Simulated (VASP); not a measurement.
All values below come from TPSS meta-GGA, VASP's PBE PAW potentials (set 64) (plane waves; VASP).

The input files of a VASP run:

### POSCAR
```
BaF2
1.0
  0.0000000000   3.0580338196   3.0580338196
  3.0580338196   0.0000000000   3.0580338196
  3.0580338196   3.0580338196   0.0000000000
Ba F
1 2
Cart
  0.0000000000   0.0000000000   0.0000000000
  1.5290169098   1.5290169098   1.5290169098
  4.5870507294   4.5870507294   4.5870507294
```

**KPOINTS**
```
K-points
0
G
 6 6 6
```

**INCAR**
```
LMAXMIX = 4   # l cut-off of mixed one-centre charges
LCHARG = .FALSE.
LREAL = .FALSE.
ALGO = Normal   # blocked Davidson
SYSTEM = BaF2
LWAVE = .FALSE.
ENCUT = 520   # plane-wave cut-off (eV)
SIGMA = 0.05
PREC = Accurate
ISIF = 2   # forces and stress, cell fixed
METAGGA = TPSS
ISMEAR = 0   # Gaussian
EDIFF = 1E-7   # SCF stop (eV)
LMIXTAU = .TRUE.
NELM = 100
LASPH = .TRUE.
```

POTCAR, in this order: Ba_sv F (PBE.64 set). Program: vasp_std.

Output of the run:

### OUTCAR
```
 ion  position               nearest neighbor table
   1  0.000  0.000  0.000-   3 2.65   3 2.65   3 2.65   2 2.65   3 2.65   2 2.65   2 2.65   2 2.65
  LATTYP: Found a face centered cubic cell.
 ALAT       =     6.1160676392
 Subroutine PRICEL returns:
 Original cell was already a primitive cell.
 Subroutine GETGRP returns: Found 48 space group operations
The static configuration has the point symmetry O_h .
The dynamic configuration has the point symmetry O_h .
 Subroutine INISYM returns: Found 48 space group operations
 Subroutine IBZKPT returns following result:
 Found     16 irreducible k-points:

 Following reciprocal coordinates:
            Coordinates               Weight
  0.000000  0.000000  0.000000      1.000000
  0.166667  0.000000  0.000000      8.000000
  0.333333  0.000000  0.000000      8.000000
  0.500000  0.000000  0.000000      4.000000
  0.166667  0.166667  0.000000      6.000000
  0.333333  0.166667  0.000000     24.000000
  0.500000  0.166667  0.000000     24.000000
 -0.333333  0.166667  0.000000     24.000000
 -0.166667  0.166667  0.000000     12.000000
  0.333333  0.333333  0.000000      6.000000
  0.500000  0.333333  0.000000     24.000000
 -0.333333  0.333333  0.000000     12.000000
  0.500000  0.500000  0.000000      3.000000
  0.500000  0.333333  0.166667     24.000000
 -0.333333  0.333333  0.166667     24.000000
 -0.333333  0.500000  0.166667     12.000000
   k-points           NKPTS =     16   k-points in BZ     NKDIM =     16   number of bands    NBANDS=     16
   number of dos      NEDOS =    301   number of ions     NIONS =      3
   total plane-waves  NPLWV =  32768
   dimension x,y,z NGX =    32 NGY =   32 NGZ =   32
   dimension x,y,z NGXF=    64 NGYF=   64 NGZF=   64
   ions per type =               1   2
   PREC   = accura    normal or accurate (medium, high low for compatibility)
   ISTART =      0    job   : 0-new  1-cont  2-samecut
   ICHARG =      2    charge: 1-file 2-atom 10-const
   ISPIN  =      1    spin polarized calculation?
   LNONCOLLINEAR =      F non collinear calculations
   LSORBIT =      F    spin-orbit coupling
   INIWAV =      1    electr: 0-lowe 1-rand  2-diag
   ENCUT  =  520.0 eV  38.22 Ry    6.18 a.u.   8.04  8.04  8.04*2*pi/ulx,y,z
   NELM   =    100;   NELMIN=  2; NELMDL= -5     # of ELM steps
   EDIFF  = 0.1E-06   stopping-criterion for ELM
   LREAL  =      F    real-space projection
   NLSPLINE    = F    spline interpolate recip. space projectors
   LMAXMIX     =    4 max onsite mixed and CHGCAR
   VOSKOWN=      0    Vosko Wilk Nusair interpolation
   EDIFFG = 0.1E-05   stopping-criterion for IOM
   NSW    =      0    number of steps for IOM
   NBLOCK =      1;   KBLOCK =      1    inner block; outer block
   IBRION =     -1    ionic relax: 0-MD 1-quasi-New 2-CG
   NFREE  =      0    steps in history (QN), initial steepest desc. (CG)
   ISIF   =      2    stress and relaxation
   ISYM   =      2    0-nonsym 1-usesym 2-fastsym
   TEIN   =    0.0    initial temperature
   TEBEG  =    0.0;   TEEND  =   0.0 temperature during run
   SMASS  =  -3.00    Nose mass-parameter (am)
   PSTRESS=    0.0 pullay stress
   NELECT =      24.0000    total number of electrons
   EFERMI =   0.00;   METHOD = LEGACY
   ISMEAR =     0;   SIGMA  =   0.05  broadening in eV -4-tet -1-fermi 0-gaus
   IALGO  =     38    algorithm
   LDIAG  =      T    sub-space diagonalisation (order eigenvalues)
   IMIX   =      4    mixing-type and parameters
     AMIX     =   0.40;   BMIX     =  1.00
     AMIX_MAG =   1.60;   BMIX_MAG =  1.00
     AMIN     =   0.10
   METAGGA = TPSS    functional components
   VOSKOWN =     0    Vosko Wilk Nusair interpolation
   LHFCALC =     F    Hartree Fock is set to
   LHFONE  =     F    Hartree Fock one center treatment
...
```

File OSZICAR:
```
       N       E                     dE             d eps       ncg     rms          rms(c)
DAV:   1     0.167930579337E+03    0.16793E+03   -0.13296E+04   512   0.142E+03
DAV:   2    -0.981902864786E+00   -0.16891E+03   -0.16346E+03   696   0.325E+02
DAV:   3    -0.722678440235E+01   -0.62449E+01   -0.62394E+01   608   0.749E+01
DAV:   4    -0.730982412921E+01   -0.83040E-01   -0.83035E-01   656   0.698E+00
DAV:   5    -0.731263141841E+01   -0.28073E-02   -0.28073E-02   672   0.847E-01    0.121E+01
DAV:   6    -0.318234829691E+02   -0.24511E+02   -0.16652E+02   512   0.169E+02    0.118E+01
DAV:   7    -0.306240708173E+02    0.11994E+01   -0.15926E+00   576   0.156E+01    0.870E+00
DAV:   8    -0.306161323512E+02    0.79385E-02   -0.23591E+01   512   0.378E+01    0.642E+00
DAV:   9    -0.299356325811E+02    0.68050E+00   -0.36507E+00   512   0.154E+01    0.119E+00
DAV:  10    -0.300185296548E+02   -0.82897E-01   -0.24442E-01   512   0.593E+00    0.845E-01
DAV:  11    -0.300369318494E+02   -0.18402E-01   -0.17306E-01   584   0.414E+00    0.247E-01
DAV:  12    -0.300624493265E+02   -0.25517E-01   -0.90542E-02   536   0.350E+00    0.151E-01
DAV:  13    -0.300689968528E+02   -0.65475E-02   -0.13589E-02   648   0.150E+00    0.345E-02
DAV:  14    -0.300697600629E+02   -0.76321E-03   -0.24388E-03   512   0.600E-01    0.357E-02
DAV:  15    -0.300703813324E+02   -0.62127E-03   -0.95424E-04   512   0.366E-01    0.818E-03
DAV:  16    -0.300706379300E+02   -0.25660E-03   -0.67351E-05   624   0.106E-01    0.590E-03
DAV:  17    -0.300706180472E+02    0.19883E-04   -0.96747E-06   520   0.410E-02    0.523E-03
DAV:  18    -0.300706426399E+02   -0.24593E-04   -0.51281E-06   672   0.272E-02    0.563E-04
DAV:  19    -0.300706431009E+02   -0.46100E-06   -0.38302E-07   520   0.658E-03    0.977E-04
DAV:  20    -0.300706435464E+02   -0.44550E-06   -0.67877E-07   496   0.847E-03    0.290E-04
DAV:  21    -0.300706436593E+02   -0.11291E-06   -0.23952E-08   544   0.175E-03    0.712E-05
DAV:  22    -0.300706436516E+02    0.77066E-08   -0.63299E-09   272   0.709E-04
   1 F= -.30070644E+02 E0= -.30070644E+02  d E =-.534987E-11
```

OUTCAR:
```
------------------------ aborting loop because EDIFF is reached ----------------------------------------
  FORCE on cell =-STRESS in cart. coord.  units (eV):
  Direction    XX          YY          ZZ          XY          YZ          ZX
  --------------------------------------------------------------------------------------
  Total        1.5247543      1.5247543      1.5247543      0.0000000     -0.0000000      0.0000000
  in kB       42.7123636     42.7123636     42.7123636      0.0000000     -0.0000000      0.0000000
  external PRESSURE =      42.7123636 kB  Pullay stress =       0.0000000 kB
  volume of cell :       57.19
      direct lattice vectors                 reciprocal lattice vectors
     0.000000000  3.058033820  3.058033820    -0.163503751  0.163503751  0.163503751
     3.058033820  0.000000000  3.058033820     0.163503751 -0.163503751  0.163503751
     3.058033820  3.058033820  0.000000000     0.163503751  0.163503751 -0.163503751
 POSITION                                       TOTAL-FORCE (eV/Angst)
 -----------------------------------------------------------------------------------
      0.00000      0.00000      0.00000         0.000000     -0.000000      0.000000
      1.52902      1.52902      1.52902        -0.000000     -0.000000     -0.000000
      4.58705      4.58705      4.58705         0.000000      0.000000      0.000000
 -----------------------------------------------------------------------------------
    total drift:                               -0.000000     -0.000000      0.000000
  FREE ENERGIE OF THE ION-ELECTRON SYSTEM (eV)
  ---------------------------------------------------
  free  energy   TOTEN  =       -30.0706436516 eV

  energy  without entropy=      -30.0706436516  energy(sigma->0) =      -30.07064365
```
(Selected blocks of OUTCAR.)

File OUTCAR:
```
 val. band max:       -2.0561532420   @ k =  -0.1667   0.1667   0.0000

 cond. band min:       5.4376317851   @ k =   0.0000   0.0000   0.0000


 Fermi energy:        -1.8344486114

 k-point     1 :       0.0000    0.0000    0.0000
  band No.  band energies     occupation
      1     -25.2365      2.00000
      2     -21.6205      2.00000
      3     -21.4411      2.00000
      4      -9.8506      2.00000
      5      -9.8506      2.00000
      6      -9.8506      2.00000
      7      -3.6724      2.00000
      8      -3.6724      2.00000
      9      -3.6724      2.00000
     10      -2.1356      2.00000
     11      -2.1355      2.00000
     12      -2.1355      2.00000
     13       5.4376      0.00000
     14       7.5474      0.00000
     15       7.5474      0.00000
     16       9.9569      0.00000

 k-point     2 :       0.1667    0.0000    0.0000
  band No.  band energies     occupation
      1     -25.1657      2.00000
      2     -21.6530      2.00000
      3     -21.5276      2.00000
      4      -9.9064      2.00000
      5      -9.9004      2.00000
      6      -9.9004      2.00000
      7      -3.5497      2.00000
      8      -3.5496      2.00000
      9      -3.3575      2.00000
     10      -2.3203      2.00000
     11      -2.1693      2.00000
     12      -2.1693      2.00000
     13       6.0507      0.00000
     14       7.5521      0.00000
     15       7.5521      0.00000
     16       9.6260      0.00000

 k-point     3 :       0.3333    0.0000    0.0000
  band No.  band energies     occupation
      1     -25.0115      2.00000
      2     -21.7836      2.00000
      3     -21.6422      2.00000
      4      -9.9984      2.00000
      5      -9.9953      2.00000
      6      -9.9953      2.00000
      7      -3.3291      2.00000
      8      -3.3291      2.00000
      9      -2.7357      2.00000
     10      -2.6040      2.00000
     11      -2.2062      2.00000
     12      -2.2061      2.00000
     13       7.1294      0.00000
...
```

Unless said otherwise, spin-orbit coupling is left out, though it shifts the bands of the heavy elements here.

The compound is BaF2 in the fluorite structure. This cell is one point of a volume scan, at 0.94 of the reference volume.
